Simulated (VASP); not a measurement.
Here is a VASP 6.6.1 calculation.

File INCAR:

```
PREC     = Accurate       # precision mode
ENCUT    = 600            # plane-wave cutoff, eV
EDIFF    = 1E-7           # SCF threshold, eV
ISMEAR   = 1              # smearing method
SIGMA    = 0.1            # smearing width, eV
LREAL    = False          # projectors in reciprocal space
LASPH    = True           # aspherical terms in the spheres
NELM     = 80             # most SCF steps
ALGO     = Normal         # electronic algorithm
ISIF     = 4              # what is computed and relaxed
LWAVE    = False          # write WAVECAR
LCHARG   = False          # write CHGCAR
GGA      = PE             # functional
IVDW     = 12             # dispersion correction
IBRION   = 2              # ionic algorithm
NSW      = 40             # ionic steps
EDIFFG   = -0.01          # ionic threshold
```

File KPOINTS:

```
regular mesh
0
Gamma
  18 18 10
```

Contents of POSCAR:

```
Be                                      
1.0
    2.1831154267      0.0000000000      0.0000000000
   -1.0915577133      1.8906334190      0.0000000000
    0.0000000000      0.0000000000      3.4595455317
  Be            
     2
Direct
     0.3333333332999970    0.6666666667000030    0.2500000000000000
     0.6666666667000030    0.3333333332999970    0.7500000000000000
```

Potentials or basis: VASP PAW PBE potentials, release 64 (Be).

Launch:

```sh
$ cat potpaw_PBE.64/Be/POTCAR > POTCAR
$ mpirun -np 1 vasp_std > vasp.out
```

(1) Predict the band gap on the k mesh.

(2) Predict the dispersion energy per atom.

(3) Predict the energy gained by relaxing.

Results:

(1) none (metal or under the smearing width).

(2) -0.395 eV.

(3) 0.0 meV/atom.
